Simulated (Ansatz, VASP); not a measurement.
## One calculation of MgS, two programs

INCAR

```
SYSTEM = MgS
PREC = Accurate
ENCUT = 520
EDIFF = 1E-6
ISMEAR = 0
SIGMA = 0.05
LREAL = .False.
LASPH = .True.
NELM = 100
ALGO = Normal
ISIF = 2
LWAVE = .False.
LCHARG = .False.
GGA = PE
NBANDS = 11
```

Contents of KPOINTS:

```
Automatic mesh
0
Gamma
  8 8 8
  0 0 0
```

POSCAR

```
MgS
1.0
    0.0000000000      2.6016500000      2.6016500000
    2.6016500000      0.0000000000      2.6016500000
    2.6016500000      2.6016500000      0.0000000000
Mg S
1 1
Direct
    0.0000000000      0.0000000000      0.0000000000
    0.4855860704      0.4855860704      0.5144139296
```

Input for Ansatz:

```yaml
crystal:
  lattice:
    - [0.0, 2.60165, 2.60165]
    - [2.60165, 0.0, 2.60165]
    - [2.60165, 2.60165, 0.0]
  atoms:
    - { symbol: Mg, position: [0.0, 0.0, 0.0] }
    - { symbol: S, position: [0.4855860704, 0.4855860704, 0.5144139296] }
basis:
  ecutwfc: 420
kpoints:
  mp_grid: { grid: [8, 8, 8] }
hamiltonian:
  xc: pbe
scf:
  occupations: { method: gaussian, width: 0.05 }
output:
  forces: true
  stress: true
  eigenvalues: true
```

Change from the starting cell: all S atoms moved +0.075 Å, as atom 2 towards its neighbour atom 1 (Mg) at 2.602 Å.

Alike in both runs: task single point; functional PBE; k mesh 8 × 8 × 8; occupations gaussian, width 0.05 eV; no spin polarisation.

|  | VASP | Ansatz |
| --- | --- | --- |
| version | VASP 6.6.1 | Ansatz 0.2.0 |
| potentials or method | VASP PAW PBE potentials, release 64 (Mg, S) | scalar-relativistic, plane waves, PAW |
| plane-wave cutoff (eV) | 520 | 420 |
| valence electrons in the cell | 8 | 16 |

```csv
,VASP,Ansatz,Ansatz less VASP
gap on the k mesh at the Fermi level (eV),2.78,2.79,+0.015
least direct gap on the mesh (eV),3.71,3.72,+0.012
pressure (GPa),1.0,1.4,+0.30
largest component of the traceless stress (GPa),0.47,0.47,-0.001
rms of the force components (eV/Å),0.125,0.125,-0.0001
```

Atom by atom the forces differ by 0.000 eV/Å (rms over components). The two sets of potentials don't hold the same shells in valence.

A k mesh can miss the band edges.
